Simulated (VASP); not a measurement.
# Mo (Im-3m) in VASP: a series of runs

Runs on Mo. Level: PBE. Tasks: single point.

Everything below comes from runs of VASP 6.6.1. Logs are shortened: lines on timing, memory, paths and dates and some standing lists are left out, and cuts for length are marked.

## (1) The crystal as given

Symmetry: Im-3m, No. 229, cubic system. The conventional cell has a = 3.168 Å, b = 3.168 Å, c = 3.168 Å, α = 90.00°, β = 90.00°, γ = 90.00°. Mo (site symmetry m-3m) is surrounded by 8 Mo at 2.74 Å.

## (2) Single point, PBE

The input, INCAR:

```
ADDGRID = F
ALGO = Normal
EDIFF = 1E-7
ENCUT = 450
GGA = PE
ISIF = 2
ISMEAR = -5
LASPH = T
LCHARG = F
LREAL = F
LWAVE = F
NBANDS = 13
NELM = 100
PREC = Accurate
SIGMA = 0.2
```

The input, KPOINTS:

```
k-points
0
Gamma
  15 15 15
```

The input, POSCAR:

```
Mo
1.0
   -1.6018940000      1.6123050000      1.5868230000
    1.5840600000     -1.5829550000      1.5396390000
    1.5998790000      1.5809390000     -1.5574730000
Mo
1
Direct
   -0.0100820000     -0.0008690000      0.0196120000
```

Potentials or basis: VASP PAW PBE potentials, release 64 (Mo_sv).

Command:

```bash
$ cat potpaw_PBE.64/Mo_sv/POTCAR > POTCAR
$ mpirun -np 1 vasp_std > vasp.out
```

OUTCAR:

```text
EDIFF = 1E-7
   ENCUT = 450
   GGA = PE
   ISIF = 2
   ISMEAR = -5
   LASPH = T
   LREAL = F
   NELM = 100
   PREC = Accurate

 Found   1688 irreducible k-points:

 Following reciprocal coordinates:
            Coordinates               Weight
  0.000000  0.000000  0.000000      1.000000
  0.066667  0.000000  0.000000      2.000000
  0.133333  0.000000  0.000000      2.000000
  0.200000  0.000000  0.000000      2.000000
  0.266667  0.000000  0.000000      2.000000
  0.333333  0.000000  0.000000      2.000000
   k-points           NKPTS =   1688   k-points in BZ     NKDIM =   1688   number of bands    NBANDS=     13
   number of dos      NEDOS =    301   number of ions     NIONS =      1
   total plane-waves  NPLWV =   8000
   dimension x,y,z NGX =    20 NGY =   20 NGZ =   20
   dimension x,y,z NGXF=    40 NGYF=   40 NGZF=   40
   ions per type =               1
   NGX,Y,Z   is equivalent  to a cutoff of  11.99, 12.23, 12.15 a.u.
   NGXF,Y,Z  is equivalent  to a cutoff of  23.99, 24.47, 24.31 a.u.
 SYSTEM =  unknown system
   PREC   = accura    normal or accurate (medium, high low for compatibility)
   ISTART =      0    job   : 0-new  1-cont  2-samecut
   ICHARG =      2    charge: 1-file 2-atom 10-const
   ISPIN  =      1    spin polarized calculation?
   LNONCOLLINEAR =      F non collinear calculations
   LSORBIT =      F    spin-orbit coupling
   LASPH  =      T    aspherical Exc in radial PAW
   ENCUT  =  450.0 eV  33.07 Ry    5.75 a.u.   4.79  4.70  4.73*2*pi/ulx,y,z
   NELM   =    100;   NELMIN=  2; NELMDL= -5     # of ELM steps
   EDIFF  = 0.1E-06   stopping-criterion for ELM
   LREAL  =      F    real-space projection
   EDIFFG = 0.1E-05   stopping-criterion for IOM
   NSW    =      0    number of steps for IOM
   IBRION =     -1    ionic relax: 0-MD 1-quasi-New 2-CG
   NFREE  =      0    steps in history (QN), initial steepest desc. (CG)
   ISIF   =      2    stress and relaxation
   ISYM   =      2    0-nonsym 1-usesym 2-fastsym
   POTIM  = 0.5000    time-step for ionic-motion
   TEBEG  =    0.0;   TEEND  =   0.0 temperature during run
   PSTRESS=    0.0 pullay stress
   NELECT =      14.0000    total number of electrons
   NUPDOWN=      -1.0000    fix difference up-down
   EMIN   =  10.00;   EMAX   =-10.00  energy-range for DOS
   EFERMI =   0.00;   METHOD = LEGACY
   ISMEAR =    -5;   SIGMA  =   0.20  broadening in eV -4-tet -1-fermi 0-gaus
   EFERMI_NEDOS =   21; number of points for ismear=-14 and -15
   IALGO  =     38    algorithm
   IMIX   =      4    mixing-type and parameters
     AMIX     =   0.40;   BMIX     =  1.00
     AMIX_MAG =   1.60;   BMIX_MAG =  1.00
  volume/ion in A,a.u.               =      15.89       107.24
  Fermi-wavevector in a.u.,A,eV,Ry     =   1.569380  2.965697 33.510502  2.462952
  Thomas-Fermi vector in A             =   2.671271
   LORBIT       =      0    0 simple, 1 ext, 2 COOP (PROOUT), +10 PAW based schemes
   GGA     = PE    functional components
   LHFCALC =     F    Hartree Fock is set to
   AEXX    =    0.0000 exact exchange contribution
   IVDW    =     0    specifies the selected vdW correction
   LEPSILON=     F    determine dielectric tensor
   LRPA    =     F    only Hartree local field effects (RPA)
 non-spin polarized calculation
 Fermi weights with tetrahedron method with Bloechl corrections
  energy-cutoff  :      450.00
  volume of cell :       15.89
 maximum number of plane-waves:       366
   NGX =  9   NGY =  9   NGZ =  9

 number of electron      13.9999999 magnetization

 Free energy of the ion-electron system (eV)
  ---------------------------------------------------
  ext. energy  EPLUGINS =         0.00000000
  ---------------------------------------------------
  free energy    TOTEN  =       -10.92760954 eV

  energy without entropy =      -10.92760954  energy(sigma->0) =      -10.92760954

 E-fermi :  12.3423     XC(G=0): -13.2992

 val. band max:       12.4743564263   @ k =   0.0667  -0.0667   0.4667
 cond. band min:      12.1893392145   @ k =   0.1333  -0.1333   0.1333
 fundamental gap:     -0.2850172118
 Fermi energy:        12.3422726573

 k-point     1 :       0.0000    0.0000    0.0000
  band No.  band energies     occupation
      1     -48.9624      2.00000
      2     -22.2947      2.00000
      3     -22.2664      2.00000
      4     -22.2330      2.00000
      5       5.1496      2.00000
      6      10.7546      2.00000
      7      11.0420      2.00000
      8      11.1709      2.00000
      9      13.8124      0.00000
     10      14.1066      0.00000
     11      26.9263      0.00000
     12      27.0294      0.00000
     13      27.4775      0.00000

 k-point     2 :       0.0667    0.0000    0.0000
  band No.  band energies     occupation
      1     -48.9525      2.00000
      2     -22.3510      2.00000
      3     -22.2852      2.00000
      4     -22.2358      2.00000
      5       5.3401      2.00000
      6      10.6796      2.00000
      7      11.0063      2.00000
      8      11.3146      2.00001
      9      13.7760      0.00000
     10      14.0264      0.00000
     11      27.2418      0.00000
     12      27.3313      0.00000
     13      27.6545      0.00000

 k-point     3 :       0.1333    0.0000    0.0000
  band No.  band energies     occupation
      1     -48.9242      2.00000
      2     -22.5149      2.00000
      3     -22.3350      2.00000
      4     -22.2400      2.00000
      5       5.8718      2.00000
      6      10.4228      2.00000
      7      10.8722      2.00000
      8      11.8059      2.01734
      9      13.6252      0.00000
     10      13.9863      0.00000
     11      27.6851      0.00000
     12      28.1632      0.00000
     13      28.3232      0.00000

 k-point     4 :       0.2000    0.0000    0.0000
  band No.  band energies     occupation
      1     -48.8824      2.00000
      2     -22.7527      2.00000
      3     -22.4075      2.00000
      4     -22.2448      2.00000
      5       6.6001      2.00000
      6      10.0500      2.00000
      7      10.6938      2.00000
      8      12.6185      0.25578
      9      13.5552      0.00000
     10      14.0600      0.00000
     11      27.6471      0.00000
     12      28.5972      0.00000
     13      29.7259      0.00000

 k-point     5 :       0.2667    0.0000    0.0000
  band No.  band energies     occupation
      1     -48.8340      2.00000
      2     -23.0192      2.00000
      3     -22.4898      2.00000
      4     -22.2500      2.00000
      5       7.2032      2.00000
      6       9.6526      2.00000
      7      10.8016      2.00000
      8      13.6735      0.00000
      9      13.6841      0.00000
     10      14.2102      0.00000
     11      26.9140      0.00000
     12      27.9171      0.00000
     13      31.5517      0.00000

 k-point     6 :       0.3333    0.0000    0.0000
  band No.  band energies     occupation
      1     -48.7872      2.00000
      2     -23.2674      2.00000
      3     -22.5674      2.00000
      4     -22.2549      2.00000
      5       7.3637      2.00000
      6       9.3013      2.00000
      7      11.5450      2.05853
      8      13.9044      0.00000
      9      14.4131      0.00000
     10      14.8789      0.00000
     11      25.8454      0.00000
     12      26.4159      0.00000
     13      32.8507      0.00000

 [... further k-points ...]

------------------------ aborting loop because EDIFF is reached ----------------------------------------

  FORCE on cell =-STRESS in cart. coord.  units (eV):
  Direction    XX          YY          ZZ          XY          YZ          ZX
  --------------------------------------------------------------------------------------
  -------------------------------------------------------------------------------------
  Total       -0.2519183     -0.3340762      0.3207224      0.0028974     -0.1819033      0.1095753
  in kB      -25.3981380    -33.6812029     32.3348870      0.2921094    -18.3392994     11.0472638
  external PRESSURE =      -8.9148180 kB  Pullay stress =       0.0000000 kB

 VOLUME and BASIS-vectors are now :
 -----------------------------------------------------------------------------
  energy-cutoff  :      450.00
  volume of cell :       15.89
      direct lattice vectors                 reciprocal lattice vectors
    -1.601894000  1.612305000  1.586823000     0.001971750  0.310249238  0.316949110
     1.584060000 -1.582955000  1.539639000     0.315876418 -0.002757309  0.321678072
     1.599879000  1.580939000 -1.557473000     0.314268351  0.313370033 -0.001149142

 POSITION                                       TOTAL-FORCE (eV/Angst)
 -----------------------------------------------------------------------------------
      0.02832      0.04548      3.07858         0.000000     -0.000000      0.000000
 -----------------------------------------------------------------------------------
    total drift:                                0.000001      0.000000     -0.000005

  FREE ENERGIE OF THE ION-ELECTRON SYSTEM (eV)
  ---------------------------------------------------
  free  energy   TOTEN  =       -10.9276095356 eV

  energy  without entropy=      -10.9276095356  energy(sigma->0) =      -10.92760954
```

It took 1.8 min on 1 thread of Intel Xeon 6975P-C (Granite Rapids), shared host; peak memory 0.38 GiB.

The run converged, but some of its settings lie outside the range that counts as converged, so its numbers aren't taken as properties of the crystal.

Results:

```yaml
Free_energy: -10.9276 eV
Pressure: -0.9 GPa
Band_gap_on_the_k_mesh: none (metal or under the smearing width)
```

Caveat: tetrahedron occupations give inexact forces and stress in metals.

## (3) Single point, PBE

INCAR, as its differences from that of step 2:

```diff
@@ -6,3 +6,3 @@
 ISIF = 2
-ISMEAR = -5
+ISMEAR = 0
 LASPH = T
```

KPOINTS is that of step 2.

The input, POSCAR:

```
Mo
1.0
   -1.5838089719      1.5838089719      1.5838089719
    1.5838089719     -1.5838089719      1.5838089719
    1.5838089719      1.5838089719     -1.5838089719
Mo
1
Direct
    0.0000000000      0.0000000000      0.0000000000
```

Potentials or basis: VASP PAW PBE potentials, release 64 (Mo_sv).

Command:

```bash
$ cat potpaw_PBE.64/Mo_sv/POTCAR > POTCAR
$ mpirun -np 1 vasp_std > vasp.out
```

It took 8.5 s on 1 thread of Intel Xeon 6975P-C (Granite Rapids), shared host; peak memory 0.13 GiB.

The run converged, but some of its settings lie outside the range that counts as converged, so its numbers aren't taken as properties of the crystal.

What came out:

| Item | Value |
| --- | --- |
| Free energy | -10.9392 eV |
| Pressure | -1.2 GPa |
| Band gap on the k mesh | none (metal or under the smearing width) |

## (4) Single point, PBE

INCAR is that of step 3.

KPOINTS is that of step 3.

The input, POSCAR:

```
Mo
1.0
   -1.6018940000      1.6123050000      1.5868230000
    1.5840600000     -1.5829550000      1.5396390000
    1.5998790000      1.5809390000     -1.5574730000
Mo
1
Direct
   -0.0100820000     -0.0008690000      0.0196120000
```

Command:

```bash
$ cat potpaw_PBE.64/Mo_sv/POTCAR > POTCAR
$ mpirun -np 1 vasp_std > vasp.out
```

Run time: 93 s. Hardware: 1 thread of Intel Xeon 6975P-C (Granite Rapids), shared host; peak memory 0.36 GiB.

The run converged, but some of its settings lie outside the range that counts as converged, so its numbers aren't taken as properties of the crystal.

Results:

```
Free energy            : -10.9331 eV
Pressure               : -1.1 GPa
Band gap on the k mesh : none (metal or under the smearing width)
```

## (5) Single point, PBE

INCAR, as its differences from that of step 4:

```diff
@@ -6,3 +6,3 @@
 ISIF = 2
-ISMEAR = 0
+ISMEAR = -1
 LASPH = T
```

KPOINTS is that of step 4.

The input, POSCAR:

```
Mo
1.0
   -1.5838089719      1.5838089719      1.5838089719
    1.5838089719     -1.5838089719      1.5838089719
    1.5838089719      1.5838089719     -1.5838089719
Mo
1
Direct
    0.0000000000      0.0000000000      0.0000000000
```

Command:

```bash
$ cat potpaw_PBE.64/Mo_sv/POTCAR > POTCAR
$ mpirun -np 1 vasp_std > vasp.out
```

It took 8.3 s on 1 thread of Intel Xeon 6975P-C (Granite Rapids), shared host; peak memory 0.13 GiB.

The run converged, but some of its settings lie outside the range that counts as converged, so its numbers aren't taken as properties of the crystal.

What came out:

```yaml
Free_energy: -10.9776 eV
Pressure: -0.9 GPa
Band_gap_on_the_k_mesh: none (metal or under the smearing width)
```
